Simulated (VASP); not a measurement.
# B (R-3m) in VASP: core levels with PBEsol

Aim: the core levels of B with PBEsol.

All numbers are computed with VASP 6.6.1; they aren't measurements. Logs are shortened: lines on timing, memory, paths and dates and some standing lists are left out, and cuts for length are marked.

## Step 1: The structure

It takes space group R-3m (No. 166, trigonal). The conventional cell has a = 4.918 Å, b = 4.918 Å, c = 12.581 Å, α = 90.00°, β = 90.00°, γ = 120.00°. B (site symmetry m) has 6 B at 1.67 to 1.81 Å as nearest neighbours. B (site symmetry m) has 7 B at 1.79 to 2.01 Å as nearest neighbours.

## Step 2: Core levels, PBEsol

Contents of INCAR:

```
SYSTEM = B
PREC = Accurate ; ENCUT = 520
EDIFF = 1E-7 ; ISMEAR = -1
SIGMA = 0.05 ; LREAL = .False.
LASPH = .True. ; NELM = 60
ALGO = Normal ; ISIF = 2
LWAVE = .False. ; LCHARG = .False.
GGA = PS ; ICORELEVEL = 1
```

Contents of KPOINTS:

```
Automatic mesh
0
Gamma
  8 8 8
  0 0 0
```

Contents of POSCAR:

```
B
1.0
    2.4589500000      1.4196754444      4.1935000000
   -2.4589500000      1.4196754444      4.1935000000
    0.0000000000     -2.8393508888      4.1935000000
B
12
Direct
    0.0101900000      0.6536100000      0.0101900000
    0.0101900000      0.0101900000      0.6536100000
    0.6536100000      0.0101900000      0.0101900000
    0.9898100000      0.3463900000      0.9898100000
    0.3463900000      0.9898100000      0.9898100000
    0.9898100000      0.9898100000      0.3463900000
    0.2211800000      0.6306000000      0.2211800000
    0.2211800000      0.2211800000      0.6306000000
    0.6306000000      0.2211800000      0.2211800000
    0.7788200000      0.3694000000      0.7788200000
    0.3694000000      0.7788200000      0.7788200000
    0.7788200000      0.7788200000      0.3694000000
```

Potentials or basis: VASP PAW PBE potentials, release 64 (B).

Launch:

```bash
$ cat potpaw_PBE.64/B/POTCAR > POTCAR
$ mpirun -np 1 vasp_std > vasp.out
```

OUTCAR:

```text
SYSTEM = B
   PREC = Accurate
   ENCUT = 520
   EDIFF = 1E-7
   ISMEAR = -1
   LREAL = .False.
   LASPH = .True.
   NELM = 60
   ISIF = 2
   GGA = PS

 ion  position               nearest neighbor table
   1  0.010  0.654  0.010-   4 1.67   2 1.75   3 1.75   7 1.80  11 1.81  12 1.81
   2  0.010  0.010  0.654-   6 1.67   3 1.75   1 1.75   8 1.80  10 1.81  11 1.81
   3  0.654  0.010  0.010-   5 1.67   2 1.75   1 1.75   9 1.80  10 1.81  12 1.81
   4  0.990  0.346  0.990-   1 1.67   6 1.75   5 1.75  10 1.80   9 1.81   8 1.81
   5  0.346  0.990  0.990-   3 1.67   6 1.75   4 1.75  11 1.80   7 1.81   8 1.81
   6  0.990  0.990  0.346-   2 1.67   4 1.75   5 1.75  12 1.80   9 1.81   7 1.81
   7  0.221  0.631  0.221-  11 1.79  12 1.79   1 1.80   5 1.81   6 1.81   8 2.01   9 2.01
   8  0.221  0.221  0.631-  10 1.79  11 1.79   2 1.80   4 1.81   5 1.81   7 2.01   9 2.01
   9  0.631  0.221  0.221-  10 1.79  12 1.79   3 1.80   4 1.81   6 1.81   8 2.01   7 2.01
  10  0.779  0.369  0.779-   9 1.79   8 1.79   4 1.80   3 1.81   2 1.81  12 2.01  11 2.01
  11  0.369  0.779  0.779-   7 1.79   8 1.79   5 1.80   1 1.81   2 1.81  12 2.01  10 2.01
  12  0.779  0.779  0.369-   7 1.79   9 1.79   6 1.80   3 1.81   1 1.81  10 2.01  11 2.01

  LATTYP: Found a trigonal (rhomboedric) cell.
 ALAT       =     5.0643218421
 COS(alpha) =     0.5284944640

  Lattice vectors:

 A1 = (   2.4589500000,   1.4196754444,   4.1935000000)
 A2 = (  -2.4589500000,   1.4196754444,   4.1935000000)
 A3 = (   0.0000000000,  -2.8393508888,   4.1935000000)

Analysis of symmetry for initial positions (statically):
=====================================================================
 Subroutine PRICEL returns:
 Original cell was already a primitive cell.

 Routine SETGRP: Setting up the symmetry group for a
 trigonal (rhombohedral) supercell.

 Subroutine GETGRP returns: Found 12 space group operations
 (whereof 12 operations were pure point group operations)
 out of a pool of 12 trial point group operations.

The static configuration has the point symmetry D_3d.

Analysis of symmetry for dynamics (positions and initial velocities):
=====================================================================
 Subroutine PRICEL returns:
 Original cell was already a primitive cell.

 Routine SETGRP: Setting up the symmetry group for a
 trigonal (rhombohedral) supercell.

 Subroutine GETGRP returns: Found 12 space group operations
 (whereof 12 operations were pure point group operations)
 out of a pool of 12 trial point group operations.

The dynamic configuration has the point symmetry D_3d.

 Subroutine INISYM returns: Found 12 space group operations
[... 137 lines left out ...]
     AMIX_MAG =   1.60;   BMIX_MAG =  1.00
  volume/ion in A,a.u.               =       7.32        49.39
  Fermi-wavevector in a.u.,A,eV,Ry     =   1.216056  2.298012 20.120177  1.478791
  Thomas-Fermi vector in A             =   2.351422
   LORBIT       =      0    0 simple, 1 ext, 2 COOP (PROOUT), +10 PAW based schemes
   GGA     = PS    functional components
   LHFCALC =     F    Hartree Fock is set to
   AEXX    =    0.0000 exact exchange contribution
   IVDW    =     0    specifies the selected vdW correction
   LEPSILON=     F    determine dielectric tensor
   LRPA    =     F    only Hartree local field effects (RPA)
 non-spin polarized calculation
  energy-cutoff  :      520.00
  volume of cell :       87.83
 maximum number of plane-waves:      2385
 NGX is ok and might be reduce to    40
   NGX = 19   NGY = 19   NGZ = 19

 number of electron      36.0000000 magnetization

 Free energy of the ion-electron system (eV)
  ---------------------------------------------------
  ext. energy  EPLUGINS =         0.00000000
  ---------------------------------------------------
  free energy    TOTEN  =       -84.44265884 eV

  energy without entropy =      -84.44265881  energy(sigma->0) =      -84.44265883

 the core state eigenenergies are
   1-  1s   -166.2625
   2-  1s   -166.2625
   3-  1s   -166.2625
   4-  1s   -166.2625
   5-  1s   -166.2625
   6-  1s   -166.2625
   7-  1s   -168.0054
   8-  1s   -168.0054
   9-  1s   -168.0054
  10-  1s   -168.0054
  11-  1s   -168.0054
  12-  1s   -168.0054

 E-fermi :   6.4493     XC(G=0): -11.6222

 val. band max:        5.8080255230   @ k =   0.5000   0.5000   0.5000
 cond. band min:       7.2082414688   @ k =   0.0000   0.0000   0.0000
 fundamental gap:      1.4002159458
 Fermi energy:         6.4492947021

 k-point     1 :       0.0000    0.0000    0.0000
  band No.  band energies     occupation
      1     -10.2892      2.00000
      2      -4.5705      2.00000
      3      -4.3222      2.00000
      4      -4.3222      2.00000
      5      -3.2789      2.00000
      6      -2.6360      2.00000
[... 269 lines left out ...]
     24      11.4017      0.00000
     25      12.2646      0.00000

------------------------ aborting loop because EDIFF is reached ----------------------------------------

  FORCE on cell =-STRESS in cart. coord.  units (eV):
  Direction    XX          YY          ZZ          XY          YZ          ZX
  --------------------------------------------------------------------------------------
  -------------------------------------------------------------------------------------
  Total       -2.8137306     -2.8137306     -2.3837957      0.0000000      0.0000000      0.0000000
  in kB      -51.3247017    -51.3247017    -43.4823446      0.0000000      0.0000000      0.0000000
  external PRESSURE =     -48.7105827 kB  Pullay stress =       0.0000000 kB

 VOLUME and BASIS-vectors are now :
 -----------------------------------------------------------------------------
  energy-cutoff  :      520.00
  volume of cell :       87.83
      direct lattice vectors                 reciprocal lattice vectors
     2.458950000  1.419675444  4.193500000     0.203338823  0.117397724  0.079488097
    -2.458950000  1.419675444  4.193500000    -0.203338823  0.117397724  0.079488097
     0.000000000 -2.839350889  4.193500000     0.000000000 -0.234795449  0.079488097

 POSITION                                       TOTAL-FORCE (eV/Angst)
 -----------------------------------------------------------------------------------
     -1.58214      0.91345      2.82638        -0.093965      0.054251      0.164793
      0.00000     -1.82690      2.82638        -0.000000     -0.108502      0.164793
      1.58214      0.91345      2.82638         0.093965      0.054251      0.164793
      1.58214     -0.91345      9.75412         0.093965     -0.054251     -0.164793
     -1.58214     -0.91345      9.75412        -0.093965     -0.054251     -0.164793
      0.00000      1.82690      9.75412        -0.000000      0.108502     -0.164793
     -1.00674      0.58124      4.49946        -0.055402      0.031986     -0.035055
      0.00000     -1.16249      4.49946        -0.000000     -0.063973     -0.035055
      1.00674      0.58124      4.49946         0.055402      0.031986     -0.035055
      1.00674     -0.58124      8.08104         0.055402     -0.031986      0.035055
     -1.00674     -0.58124      8.08104        -0.055402     -0.031986      0.035055
      0.00000      1.16249      8.08104        -0.000000      0.063973      0.035055
 -----------------------------------------------------------------------------------
    total drift:                               -0.000000      0.000000     -0.000000

  FREE ENERGIE OF THE ION-ELECTRON SYSTEM (eV)
  ---------------------------------------------------
  free  energy   TOTEN  =       -84.4426588424 eV

  energy  without entropy=      -84.4426588145  energy(sigma->0) =      -84.44265883
```

stdout:

```text
POSCAR found type information on POSCAR B
 POSCAR found :  1 types and      12 ions
 scaLAPACK will be used
 -----------------------------------------------------------------------------
|                                                                             |
|                                                                             |
|     You enforced a specific xc type in the INCAR file but a different       |
|     I HOPE YOU KNOW WHAT YOU ARE DOING!                                     |
|                                                                             |
 -----------------------------------------------------------------------------

 LDA part: xc-table for (Slater+PW92), standard interpolation
 POSCAR, INCAR and KPOINTS ok, starting setup
 FFT: planning ... GRIDC
 FFT: planning ... GRID_SOFT
 FFT: planning ... GRID
 WAVECAR not read
 entering main loop
```

Run time: 81 s. Hardware: 1 thread of Intel Xeon 6975P-C (Granite Rapids), shared host; peak memory 0.26 GiB.

What came out:

| Property | Result |
| --- | --- |
| Free energy | -84.4427 eV |
| Pressure | -4.9 GPa |
| Largest force | 0.197 eV/Å |
| Band gap on the k mesh | 1.40 eV, indirect (least direct gap 1.74 eV) |

Forces on the atoms (eV/Å):
```
B   -0.094  0.054  0.165
B    0.000 -0.109  0.165
B    0.094  0.054  0.165
B    0.094 -0.054 -0.165
B   -0.094 -0.054 -0.165
B    0.000  0.109 -0.165
B   -0.055  0.032 -0.035
B    0.000 -0.064 -0.035
B    0.055  0.032 -0.035
B    0.055 -0.032  0.035
B   -0.055 -0.032  0.035
B    0.000  0.064  0.035
```

Stress tensor (GPa, compression positive):
```
-5.13  0.00  0.00
 0.00 -5.13  0.00
 0.00  0.00 -4.35
```

Core levels (eV, on the scale of the bands):
| atom | levels |
| --- | --- |
| 1 B | 1s -166.3 |
| 2 B | 1s -166.3 |
| 3 B | 1s -166.3 |
| 4 B | 1s -166.3 |
| 5 B | 1s -166.3 |
| 6 B | 1s -166.3 |

Caveat: the PAW data sets were made with another functional, which shifts forces and pressure a little. A k mesh can miss the band edges.
